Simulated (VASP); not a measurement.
A run of VASP 6.6.1:

The input INCAR:

```
SYSTEM = ZrSe2
ALGO = Normal
EDIFF = 1E-7
EDIFFG = -0.005
ENCUT = 600
GGA = PE
IBRION = 2
ISIF = 3
ISMEAR = 0
IVDW = 12
LASPH = .TRUE.
LCHARG = .FALSE.
LREAL = .FALSE.
LWAVE = .FALSE.
NELM = 80
NSW = 90
PREC = Accurate
SIGMA = 0.03
```

KPOINTS

```
k-points
0
G
  9 9 5
  0 0 0
```

Contents of POSCAR:

```
ZrSe2                                   
1.0
    3.7403505999      0.0000000000      0.0000000000
   -1.8701752999      3.2392386352     -0.0000000000
    0.0000000000      0.0000000000      6.0280639465
  Zr              Se            
     1     2
Direct
     0.0000000000000000    0.0000000000000000    0.0000000000000000
     0.3333333300000021    0.6666666699999979    0.2649981273165645
     0.6666666699999979    0.3333333300000021    0.7350018726834354
```

Potentials or basis: VASP PAW PBE potentials, release 64 (Zr_sv, Se).

Command:

```console
$ cat potpaw_PBE.64/Zr_sv/POTCAR potpaw_PBE.64/Se/POTCAR > POTCAR
$ mpirun -np 1 vasp_std > vasp.out
```

Hardware: 1 thread of Intel(R) Xeon(R) Platinum 8488C (Sapphire Rapids) (shared host).

Q: How long does it take, and how much memory?

A: Run time: 2.7 min on 1 thread of Intel(R) Xeon(R) Platinum 8488C (Sapphire Rapids), with other jobs on the host, peak memory 0.25 GiB. Counts: scf iterations 36, k points 50, ion steps 5.
